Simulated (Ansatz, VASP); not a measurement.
# GaSb: VASP beside Ansatz

One calculation is typed for both programs; each brings its own data sets. How far apart do they land? Of the first pair: The structure shown is the start of the Ansatz relaxation below; VASP solves that cell, so the two are compared at the walk's first step.

Program: Ansatz 0.2.0. Level of theory: plane waves, with VASP 6.6.1 beside it; single point at LDA. Results are calculated unless marked as measured.

### 1. Starting point

The structure is orthorhombic, space group Imm2 (No. 44). Conventional cell: a = 4.149 Å, b = 4.280 Å, c = 6.102 Å, α = 90.00°, β = 90.00°, γ = 90.00°. Nearest to Ga lie 4 Sb at 2.59 to 2.62 Å. Sb has 4 Ga at 2.59 to 2.62 Å nearest. Farther neighbours are not listed.

### 2. Ansatz: relaxation, LDA

Ansatz runs on its PAW soft_1 files.

The two programs are compared at the cell with which this relaxation starts, whose forces are those of its first step.

File input.yaml:

```yaml
crystal:
  lattice:
    - [-0.0465188652, 2.9801540174, 3.0511319947]
    - [2.9801540174, -0.0465188652, 3.0511319947]
    - [2.9336351522, 2.9336351522, 0.0]
  atoms:
    - { symbol: Ga, position: [0.0015826496, 0.0015826496, -0.0015826496] }
    - { symbol: Sb, position: [0.7484173504, 0.7484173504, 0.7515826496] }
  conventional_axes: [[0, 0, 1], [1, -1, 0], [1, 1, -1]]
kpoints:
  mp_grid: { grid: [12, 12, 12] }
hamiltonian:
  xc: lda
  pseudopotentials: { kind: paw, azcp: { folder: soft_1 }, xc_functional: pbe }
scf:
  occupations: { method: methfessel_paxton, width: 0.2 }
output:
  forces: true
  stress: true
  eigenvalues: true
relax:
  adjacent_minimum: "off"
  f_tol: 0.001
  max_steps: 60
  cell: { stress_tol: 0.01, fix: [a, angles] }
```

Run with:

```console
$ ansatz run input.yaml --threads 4 --pin off --max-ram 10240MiB --backend cpu --events-out ev --progress --plain --runs-dir out
```

Numbers of over 12 decimals in the logs are rounded to 6 here.

The log of the run:

```text
Engine: ansatz 0.2.0, x86_64-unknown-linux-gnu
Pseudopotentials: kind: paw
Pseudopotential: Ga, paw, valence charge 13, recommended cutoff 420 eV (normal), soft_1/Ga.paw.azcp
Pseudopotential: Sb, paw, valence charge 15, recommended cutoff 420 eV (normal), soft_1/Sb.paw.azcp
Functional definition: SPW92
  exchange = slater_x
  correlation = pw_c
Crystal: 2 atoms, lattice volume = 54.183 Å³
Basis set: ecut = 420 eV, 1039 PW (Γ)
Bands: 18, of which v1, the nominal top of the filled ones, is band 14 counted from 1 (13 counted from 0)
Symmetry: 4 space group operations
Space group: Imm2 (ITA 44), of the structure as read, at distance tolerance 3.8e-5 Å
k-points: 280 of 1728 (time reversal used)
Non-local potential: Ga, projectors of the file, l = 0: 2, l = 1: 2, l = 2: 3, l = 3: 1
Non-local potential: Sb, projectors of the file, l = 0: 2, l = 1: 2, l = 2: 2, l = 3: 1
PAW form: soft (Blöchl's): semilocal exchange-correlation on the pseudo side does not see the compensation charge
PAW frozen core: Ga, regenerated for the run's functional, and the local potential with it (the file was generated under x = pbe(κ = 0.804, μ = 0.219515), c = pbe(β = 0.066725))
PAW frozen core: Sb, regenerated for the run's functional, and the local potential with it (the file was generated under x = pbe(κ = 0.804, μ = 0.219515), c = pbe(β = 0.066725))
PAW one-centre angular grid: Ga, 590 points (default); XC on 64 Gauss nodes
PAW one-centre angular grid: Sb, 590 points (default); XC on 64 Gauss nodes
Initial density: superposition of atomic densities (chi_scale 0.1, normalization cell, long waves kept (reshape's long-wave potential 0.00 eV rms))
Initial wavefunctions: pseudopotential atomic-orbital guess
Functional: x = slater, c = lda
SCF iter   1: F=—  HF=-10043.238919 eV  |F-HF|=—  |Δ(HF+E_count)|=         —  Δρ=3.21e-2  dr2=4.66e-1  ethr=3.10e-3  ⟨swp⟩=5.5  Hψ=25427  notcnv=0
preconditioner: auto → Kerker (q_TF=auto, 2.444 Å⁻¹)  [metal: Δε(μ)=0.124 eV  Ē_g=15.051 eV  σ=0.200 eV  W_gap=0.43  n_scr=14 (ndim 8)  ℏωp=21.4 eV  f_vac=0.002  D(μ)=0.02/eV (n_scr^D=0)]
SCF iter   2: F=—  HF=-10043.171500 eV  |F-HF|=—  |Δ(HF+E_count)|=   6.74e-2  S|Δr|=    0.00e0  Δρ=2.05e-2  dr2=2.20e-1  ethr=1.67e-3  ⟨swp⟩=1.1  Hψ=7305  notcnv=0
SCF iter   3: F=—  HF=-10043.109231 eV  |F-HF|=—  |Δ(HF+E_count)|=   6.23e-2  S|Δr|=    0.00e0  Δρ=3.70e-3  dr2=1.59e-2  ethr=7.86e-4  ⟨swp⟩=2.4  Hψ=6339  notcnv=0
SCF iter   4: F=—  HF=-10043.107449 eV  |F-HF|=—  |Δ(HF+E_count)|=   1.78e-3  S|Δr|=    0.00e0  Δρ=1.82e-3  dr2=3.83e-3  ethr=5.67e-5  ⟨swp⟩=2.0  Hψ=6765  notcnv=0
SCF iter   5: F=—  HF=-10043.107750 eV  |F-HF|=—  |Δ(HF+E_count)|=   3.01e-4  S|Δr|=    0.00e0  Δρ=1.77e-3  dr2=1.23e-3  ethr=1.37e-5  ⟨swp⟩=2.0  Hψ=7561  notcnv=0
SCF iter   6: F=—  HF=-10043.106678 eV  |F-HF|=—  |Δ(HF+E_count)|=   1.07e-3  S|Δr|=    0.00e0  Δρ=3.01e-4  dr2=2.95e-5  ethr=4.40e-6  ⟨swp⟩=2.0  Hψ=7540  notcnv=0
SCF iter   7: F=—  HF=-10043.106742 eV  |F-HF|=—  |Δ(HF+E_count)|=   6.43e-5  S|Δr|=    0.00e0  Δρ=1.03e-4  dr2=4.13e-6  ethr=1.05e-7  ⟨swp⟩=2.0  Hψ=7566  notcnv=0
SCF iter   8: F=—  HF=-10043.106744 eV  |F-HF|=—  |Δ(HF+E_count)|=   1.33e-6  S|Δr|=    0.00e0  Δρ=1.83e-5  dr2=1.24e-7  ethr=1.47e-8  ⟨swp⟩=2.8  Hψ=7674  notcnv=0
SCF iter   9: F=-10043.106744 eV  HF=-10043.106744 eV  |F-HF|=9.40e-9  |Δ(HF+E_count)|=   9.60e-8  S|Δr|=    0.00e0  Δρ=6.08e-6  dr2=2.94e-8  ethr=3.57e-10  ⟨swp⟩=6.4  Hψ=22917  notcnv=0
SCF 1 converged in 9 iterations: F = -10043.106744 eV  dr2 = 2.94e-8
  greatest PAW one-centre occupation: 0.996 electrons in one spin orbital (limit 2), on the Sb atom at site 1 (counted from 0), in its partial waves of l = 2
relax step   1: F+E_penalty+E_count = -10043.10674366 eV  Δ(F+E_penalty+E_count) = +0.000e0 eV  max|allowed force component| = 8.625e-2 eV/Å  Δτ_max = 0.0000 Å  P = +1.245 GPa  Ω = 54.183 Å³  fix = [a, alpha, beta, gamma]  reactions: a +3.270 GPa  (9 SCF iters, dr2 threshold 1.00e-7 eV, accepted)
[...]
relax step   2: F+E_penalty+E_count = -10043.10736657 eV  Δ(F+E_penalty+E_count) = -6.229e-4 eV  max|allowed force component| = 3.666e-2 eV/Å  Δτ_max = 0.0077 Å  P = +0.868 GPa  Ω = 54.504 Å³  energy of the carried Pulay correction = -3.529e-5 eV  fix = [a, alpha, beta, gamma]  reactions: a +2.670 GPa  (5 SCF iters, dr2 threshold 2.00e-7 eV, accepted)
[...]
relax step   3: F+E_penalty+E_count = -10043.10747260 eV  Δ(F+E_penalty+E_count) = -1.060e-4 eV  max|allowed force component| = 2.258e-4 eV/Å  Δτ_max = 0.0026 Å  P = +0.933 GPa  Ω = 54.448 Å³  energy of the carried Pulay correction = -2.914e-5 eV  fix = [a, alpha, beta, gamma]  reactions: a +2.804 GPa  (5 SCF iters, dr2 threshold 8.40e-8 eV, accepted)
[...]
relax step   4: F+E_penalty+E_count = -10043.10750129 eV  Δ(F+E_penalty+E_count) = -2.870e-5 eV  max|allowed force component| = 2.049e-4 eV/Å  Δτ_max = 0.0000 Å  P = +0.933 GPa  Ω = 54.448 Å³  fix = [a, alpha, beta, gamma]  reactions: a +2.804 GPa  stress off target by 2.64e-3 GPa on what of the cell is left free  SCF on the basis re-selected at this cell (its energy is not comparable with the rows above)  (8 SCF iters)
basis re-selected at this cell: Δ(F+E_penalty+E_count) = -2.870e-5 eV, ΔP = -0.000 GPa vs the last step (what re-selecting the basis moved, of the pressure what is left beyond the Pulay correction that the steps carried, after the strain that the cell walked since its last selection, with what the two solves' SCF thresholds leave and, on support functions, any second-order correction that the steps lacked; it is no m [...]
SCF converged after 8 iterations
Stability not checked: this state was not tested for a lower state beside it, because cold or Methfessel-Paxton smearing, or corrected tetrahedra, fill the levels in a way that the test cannot read (fill_not_monotonic; see scf.lower_state_search)
Free energy (F): -10043.107501 eV
Harris-Foulkes:  -10043.107501 eV  (|F-HF|=0.00e0)
Internal energy: -10043.107651 eV  (E = F + TS)
E sigma→0 (E₀):  -10043.107539 eV
Entropy (-TS):   0.000150 eV (0.075 meV/atom)
Fermi energy:    8.340673 eV
Step filling:    the computed levels leave a gap of 0.0391 eV = 0.2 smearing widths at the electron count; against every level under it full and every level over it empty, smearing changes F+E_penalty+E_count by +0.032 meV and its σ→0 estimate by -4.93e-3 meV
--- Per-component energies (eV) ---
  E_band       = -251.610802
  E_kinetic    = 278.257573
  E_local      = -3320.105789  (includes V_loc(G=0)·N_el)
  E_nonlocal   = 303.161824
  E_hartree    = 1703.165479
  E_xc         = -161.773918
  E_vxc        = -147.943068  (∫ρ·V_xc dr)
  E_paw        = -6311.687999  (= ΣΔE_a)
  E_vpaw       = -771.312218  (= ΣTr[D̂ρ^β])
  E_aug_tail   = -0.000086  (compensation charges beyond the density's cutoff)
  E_ewald      = -2536.412028
  E_core_change = 2.287292  (= ΣΔE_core)
  E_smearing   = 0.000150  (= −TS)
  E_closure    = 0.000000  (closes the sum)
  Σ components = -10043.107501   (vs F -10043.107501, Δ=0.00e0)
--- Forces (eV/Å), atoms counted from 1 ---
  atom   1  Ga    -0.00000000     0.00000000    -0.00020495
  atom   2  Sb    -0.00000000    -0.00000000     0.00020491
  max |Σ_I F_I| component: 4.03e-8 eV/Å
--- Stress (GPa, compression-positive) ---
        1.401338       1.402551      -0.000000
        1.402551       1.401338      -0.000000
       -0.000000      -0.000000      -0.002643
  P = ⅓ Tr σ = 0.9333 GPa (9.333 kbar)
--- Band table (eV; the first three rows and the last of 280) ---
  k-point 0: bands = [... 10 lower, -3.7207, 8.0289, 8.0843, 8.3407, 8.3798, 10.7753, 11.0244, 11.0553]
  k-point 1: bands = [... 10 lower, -3.6427, 6.9398, 7.9550, 8.0228, 9.0983, 10.9653, 11.1364, 11.4007]
  k-point 2: bands = [... 10 lower, -3.4129, 5.4881, 7.6687, 7.6851, 9.1193, 11.3882, 11.4965, 12.3326]
  k-point 279: bands = [... 10 lower, -1.1672, 1.0105, 5.3644, 5.7320, 8.9669, 9.5231, 17.0519, 17.2028]
--- Relaxed structure (3 steps of the walk, 3 accepted, 1 SCFs on fresh bases) ---
  F+E_penalty+E_count = -10043.10750129 eV   max|allowed force component| = 2.049e-4 eV/Å   (the final SCF, on the basis selected at the relaxed cell)
  cell:  # Å, volume = 54.4481 Å³
    - [-0.047409, 2.981044, 3.064264]
    - [2.981044, -0.047409, 3.064264]
    - [2.933635, 2.933635, 0.0]
  atoms:
    - { symbol: Ga, position: [0.00241012, 0.00241012, -0.00241012] }
    - { symbol: Sb, position: [0.747590, 0.747590, 0.752410] }
```

Reading the cycles: dr2 is the Hartree energy of the density residual (eV), the measure of convergence; HF is the Harris–Foulkes estimate of the energy, which meets the free energy F at convergence.

### 3. VASP: single point, LDA, start cell, pair 1

The same cell, functional (in two slightly different forms), mesh and smearing now go to VASP, with its own data sets.

Lines of VASP's logs that name or quote its potential files are left out, and so is its time.

File INCAR:

```
SYSTEM = GaSb
PREC = Accurate
ENCUT = 400
EDIFF = 1E-06
NELM = 120
ISMEAR = 1
SIGMA = 0.2
LREAL = .FALSE.
ALGO = Normal
GGA = CA
NBANDS = 15
LORBIT = 11
LWAVE = .FALSE.
LCHARG = .FALSE.
ISIF = 2
LASPH = .TRUE.
GGA_COMPAT = .FALSE.
KPAR = 2
```

File POSCAR:

```
GaSb
1.0
   -0.0465190000      2.9801540000      3.0511320000
    2.9801540000     -0.0465190000      3.0511320000
    2.9336350000      2.9336350000      0.0000000000
Ga Sb
1 1
Direct
    0.0015826913      0.0015826913      0.9984173087
    0.7484173087      0.7484173087      0.7515828617
```

File KPOINTS:

```
Automatic mesh
0
Gamma
12 12 12
0 0 0
```

PAW data sets: Ga_d and Sb (LDA family, release 64).

Run with:

```console
$ mpirun -np 2 vasp_std
```

The log of the run:

```text
[banner, memory and clock lines left out]
running    2 mpi-ranks, on    1 nodes
 distrk:  each k-point on    1 cores,    2 groups
 distr:  one band on    1 cores,    1 groups

 POSCAR found type information on POSCAR GaSb
 POSCAR found :  2 types and       2 ions
 LDA part: xc-table for (Slater(with rela. corr.)+CA(PZ))
 , standard interpolation
 POSCAR, INCAR and KPOINTS ok, starting setup
 FFT: planning ... GRIDC
 FFT: planning ... GRID_SOFT
 FFT: planning ... GRID
 WAVECAR not read
 entering main loop
       N       E                     dE             d eps       ncg     rms          rms(c)
DAV:   1     0.743519844888E+02    0.74352E+02   -0.76932E+03  8511   0.130E+03
DAV:   2    -0.312635611261E+01   -0.77478E+02   -0.74856E+02  9800   0.273E+02
DAV:   3    -0.869311824944E+01   -0.55668E+01   -0.55524E+01 10045   0.639E+01
DAV:   4    -0.878903738883E+01   -0.95919E-01   -0.95904E-01 10610   0.952E+00
DAV:   5    -0.879135313449E+01   -0.23157E-02   -0.23157E-02 10736   0.127E+00    0.353E+00
DAV:   6    -0.869511494914E+01    0.96238E-01   -0.78039E-02 12364   0.456E+00    0.206E+00
DAV:   7    -0.865638588070E+01    0.38729E-01   -0.57720E-02  9660   0.192E+00    0.299E-01
DAV:   8    -0.865618984360E+01    0.19604E-03   -0.51564E-03 10588   0.875E-01    0.108E-01
DAV:   9    -0.865625802560E+01   -0.68182E-04   -0.36785E-04 10034   0.169E-01    0.399E-02
DAV:  10    -0.865625073742E+01    0.72882E-05   -0.20166E-05 10805   0.381E-02    0.131E-02
DAV:  11    -0.865625319619E+01   -0.24588E-05   -0.42210E-06  9786   0.188E-02    0.531E-03
DAV:  12    -0.865625316568E+01    0.30513E-07   -0.19347E-07  6293   0.338E-03
   1 F= -.86562532E+01 E0= -.86563405E+01  d E =0.261896E-03
```

Parts of OUTCAR (step 3):

```text
ion  position               nearest neighbor table
   1  0.002  0.002  0.998-   2 2.59   2 2.59   2 2.62   2 2.62
   2  0.748  0.748  0.752-   1 2.59   1 2.59   1 2.62   1 2.62

  LATTYP: Found a body centered orthorhombic cell.
 ALAT       =     4.1487864041
 B/A-ratio  =     1.0317142385
 C/A-ratio  =     1.4708551865

 Subroutine GETGRP returns: Found  4 space group operations
 (whereof  4 operations were pure point group operations)

The static configuration has the point symmetry C_2v.

 Found    280 irreducible k-points:

   k-points           NKPTS =    280   k-points in BZ     NKDIM =    280   number of bands    NBANDS=     15

   dimension x,y,z NGX =    28 NGY =   28 NGZ =   28
   dimension x,y,z NGXF=    56 NGYF=   56 NGZF=   56

   ENCUT  =  400.0 eV  29.40 Ry    5.42 a.u.   6.96  6.96  6.77*2*pi/ulx,y,z

   NELECT =      18.0000    total number of electrons

 k-points in reciprocal lattice and weights: Automatic mesh
   0.00000000  0.00000000  0.00000000       0.001
   0.08333333 -0.00000000  0.00000000       0.002
   0.16666667  0.00000000  0.00000000       0.002
   0.25000000  0.00000000  0.00000000       0.002
   0.33333333 -0.00000000  0.00000000       0.002
   0.41666667  0.00000000  0.00000000       0.002
   0.50000000  0.00000000  0.00000000       0.001
   0.08333333  0.08333333  0.00000000       0.001
   0.16666667  0.08333333  0.00000000       0.002
[...]
0.25000000  0.25000000  0.50000000       0.001
  -0.25000000  0.25000000  0.50000000       0.001

 average (electrostatic) potential at core
       1 -66.3919       2 -88.1346

 E-fermi :   5.4352

 k-point     1 :       0.0000    0.0000    0.0000
  band No.  band energies     occupation
    ...
      5      -9.9383      2.00000
      6      -6.6484      2.00000
      7       5.1400      2.05744
      8       5.2007      2.07002
      9       5.4312      1.03350
     10       5.5208      0.34369
     11       7.8202     -0.00000
     12       8.0767     -0.00000
     13       8.1391     -0.00000
     14      10.9408      0.00000
    ...

 k-point     2 :       0.0833   -0.0000    0.0000
  band No.  band energies     occupation
    ...
      5      -9.9385      2.00000
      6      -6.5743      2.00000
      7       3.8934      2.00000
      8       5.0357      2.01613
      9       5.3012      1.89785
     10       6.3343     -0.00000
     11       8.1258     -0.00000
     12       8.2385     -0.00000
     13       8.3151     -0.00000
     14      11.3438      0.00000
    ...

 k-point     3 :       0.1667    0.0000    0.0000
  band No.  band energies     occupation
    ...
      5      -9.9388      2.00000
      6      -6.3560      2.00000
      7       2.4111      2.00000
      8       4.7407      2.00001
      9       5.0100      2.01042
     10       6.4273     -0.00000
     11       8.5468     -0.00000
     12       8.7008     -0.00000
     13       9.2282     -0.00000
     14      12.1874      0.00000
    ...

  Total        0.5738174      0.5738174      0.1704548      0.5544724      0.0000000      0.0000000
  in kB       16.9676508     16.9676508      5.0403112     16.3956236      0.0000000      0.0000000
  external PRESSURE =      12.9918709 kB  Pullay stress =       0.0000000 kB

  energy-cutoff  :      400.00
  volume of cell :       54.18
      direct lattice vectors                 reciprocal lattice vectors
    -0.046519000  2.980154000  3.051132000    -0.165197892  0.165197892  0.163873605
     2.980154000 -0.046519000  3.051132000     0.165197892 -0.165197892  0.163873605
     2.933635000  2.933635000  0.000000000     0.170437018  0.170437018 -0.163873605

 POSITION                                       TOTAL-FORCE (eV/Angst)
 -----------------------------------------------------------------------------------
      2.93364      2.93364      0.00966        -0.000000     -0.000000      0.089727
      4.40045      4.40045      4.56704         0.000000      0.000000     -0.089727
 -----------------------------------------------------------------------------------
    total drift:                               -0.000054     -0.000054     -0.000077

  FREE ENERGIE OF THE ION-ELECTRON SYSTEM (eV)
  ---------------------------------------------------
  free  energy   TOTEN  =        -8.6562531657 eV

  energy  without entropy=       -8.6565150614  energy(sigma->0) =       -8.65634046

 total charge
# of ion       s       p       d       tot
------------------------------------------
    1        0.920   0.820   9.969  11.709
    2        1.134   1.378   0.033   2.545
--------------------------------------------------
tot          2.054   2.199  10.002  14.255

[... 3 further parts left out ...]
```

The gap is under twice the smearing width, so the edge states are partly filled and the run can't tell a small gap from a semimetal. Methfessel-Paxton smearing is not meant for a cell with a gap.

### 4. Side by side

Known differences besides the potentials themselves: the two LDA forms differ slightly; the data sets hold 28 valence electrons in Ansatz (on its PAW soft_1 files) and 18 in VASP; the cutoff is 420 eV in Ansatz and 400 eV in VASP; VASP's log shows a relativistic correction to its local exchange, Ansatz's none. Total energies have different zeros and are not compared.

Forces (eV/Å; atoms numbered as in POSCAR):

| atom | Ansatz x, y, z | VASP x, y, z |
| --- | --- | --- |
| Ga1 | 0.000, 0.000, 0.086 | 0.000, 0.000, 0.090 |
| Sb2 | 0.000, 0.000, -0.086 | 0.000, 0.000, -0.090 |

The forces differ by 2.0 meV/Å r.m.s., which is 3.9 % of the r.m.s. force of 0.052 eV/Å (both taken over all components).

### 5. Ansatz: relaxation, LDA

This run makes the geometry at which the two programs are then compared. The cell compared in this pair holds 54.45 Å³, against 54.18 Å³ for the pair before.

The structure compared here is the end of the Ansatz relaxation.

input.yaml is that of step 2.

Run with:

```console
$ ansatz run input.yaml --threads 4 --pin off --max-ram 10240MiB --backend cpu --events-out ev --progress --plain --runs-dir out
```

The log of the run:

```text
[...]
Crystal: 2 atoms, lattice volume = 54.183 Å³
Basis set: ecut = 420 eV, 1039 PW (Γ)
Bands: 18, of which v1, the nominal top of the filled ones, is band 14 counted from 1 (13 counted from 0)
Symmetry: 4 space group operations
[...]
k-points: 280 of 1728 (time reversal used)
[...]
k-point 279: bands = [... 10 lower, -1.1672, 1.0105, 5.3644, 5.7320, 8.9669, 9.5231, 17.0519, 17.2028]
--- Relaxed structure (3 steps of the walk, 3 accepted, 1 SCFs on fresh bases) ---
[...]
cell:  # Å, volume = 54.4481 Å³
    - [-0.047409, 2.981044, 3.064264]
    - [2.981044, -0.047409, 3.064264]
    - [2.933635, 2.933635, 0.0]
  atoms:
    - { symbol: Ga, position: [0.00241012, 0.00241012, -0.00241012] }
    - { symbol: Sb, position: [0.747590, 0.747590, 0.752410] }
[key lines of the parts left out:]
SCF converged after 8 iterations
Free energy (F): -10043.107501 eV
Fermi energy:    8.340673 eV
P = ⅓ Tr σ = 0.9333 GPa (9.333 kbar)
```

(Part 1 of 2 ends here.)

[Lines on the potential files, build, host, timing and source positions are cut from VASP's logs without a mark.]

[Logs are printed without paths, hosts, clocks, repeated set-up lines and the standing remarks that a program may print on its own settings, such as how far it seeks lower states.]

[Hosts, paths, dates, database ids (printed as entryN), source tags and the programs' standing remarks are cut or masked in the printed files.]
